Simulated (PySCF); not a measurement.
Species: malononitrile, C₃H₂N₂.
Atom-mapped SMILES: `[N:1]#[C:2][CH2:3][C:4]#[N:5]`

Geometry (PBE0-D3(BJ)/def2-SVP, Å), atoms numbered from 1 in this order:
```xyz
7
C3H2N2 angstrom
N     -2.289    0.651    0.181
C     -1.238    0.176    0.114
C      0.078   -0.455    0.034
C      1.161    0.497   -0.203
N      2.034    1.231   -0.391
H      0.275   -0.999    0.973
H      0.071   -1.202   -0.776
```

The computed photoelectron lines, unassigned: C 1s: 293.43 (area 2), 294.52 (area 1) eV; N 1s: 406.21 eV.

The calculation used delta-SCF UKS SCAN, pcX-2 on the ionised atom, pcseg-1 elsewhere, spin-free X2C (PySCF 2.14.0). Geometry: PBE0-D3(BJ)/def2-SVP; no solvent, vibrations or thermal averaging.

Question: Which carbon gives which C 1s line?

Answer: 293.43 eV: C2/C4 (nitrile carbon); 294.52 eV: C3 (sp3 carbon next to a nitrile). Lowest listed C 1s: C2/C4, bonded to N (triple bond) and C. Highest, 1.09 eV above it: C3, bonded to 2 C and 2 H. Summing the Pauling electronegativity differences to the bonded atoms, each weighted by its formal bond order, gives +1.47 for the lowest site and -0.70 for the highest; the largest sum, +1.47, belongs to C2/C4, 1.09 eV below the top. The smallest sum, -0.70, belongs to C3, 1.09 eV above the lowest.

Bonded neighbours of each site: N1/N5: C (triple bond); C2/C4: N (triple bond) and C; C3: 2 C and 2 H.

Question: Which effective nuclear charge Zeff reproduces each element's mean 1s value in the hydrogen-like formula E = 13.606 eV × Zeff²?

Answer: C (Z = 6): mean 293.8 eV, Zeff = 4.65, Z − Zeff = 1.35; N (Z = 7): mean 406.2 eV, Zeff = 5.46, Z − Zeff = 1.54. Means run over the listed sites, weighted by atom count.

Atoms equivalent by their bonding share one computed value, that of the first of them.
